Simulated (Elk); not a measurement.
An input for Elk 11.2.3 (patched build) (BeS (F-43m)):

```
tasks
  185
  186
  187

xctype
  20

rgkmax
  8.5

gmaxvr
  18.0

lmaxapw
  10

lmaxo
  8

nxlo
  2

lorbcnd
  .true.

autolinengy
  .true.

tshift
  .false.

ngridk
  4 4 4

vkloff
  0.05 0.15 0.25

nempty
  10

swidth
  0.00551

scissor
  0.03511

gmaxrf
  2.5

wplot
  312 100 0
  0.0 0.5736

optcomp
  1 1
  2 2
  3 3

nvbse
  3

ncbse
  3

bsefull
  .true.

sppath
  './'

avec
  0.0000000000 4.5825858522 4.5825858522
  4.5825858522 -0.0000000000 4.5825858522
  4.5825858522 4.5825858522 -0.0000000000

atoms
  2
  'Be.in'
  1
  0.0000000000 0.0000000000 0.0000000000
  'S.in'
  1
  0.2500000000 0.2500000000 0.2500000000
```

The database entry behind the starting cell differs from later determinations by our own check (0.1 to 0.3 % short, probably kX units), so it need not match the best structure at ambient conditions.

```sh
OMP_NUM_THREADS=4 elk > log
```

How long will it take on 4 threads of Arm Neoverse V1, shared host, and how much memory?

It took 48 s; on shared hardware allow 24 s to 96 s. Peak host memory was 0.14 GiB.

The matrix is small, so building the kernel's matrix elements and any screening outweighs its diagonalisation.

[Paths, hosts, dates, memory and timing lines, banners, echoed tables and standing remarks are left out of the program output.]

[Logs are printed without paths, hosts, clocks, repeated set-up lines and the standing remarks that a program may print on its own settings, such as how far it seeks lower states.]

[Runs of the session that timed out or met a known fault of the program may be left out.]

[Hosts, paths, dates, database ids (printed as entryN), source tags and the programs' standing remarks are cut or masked in the printed files.]
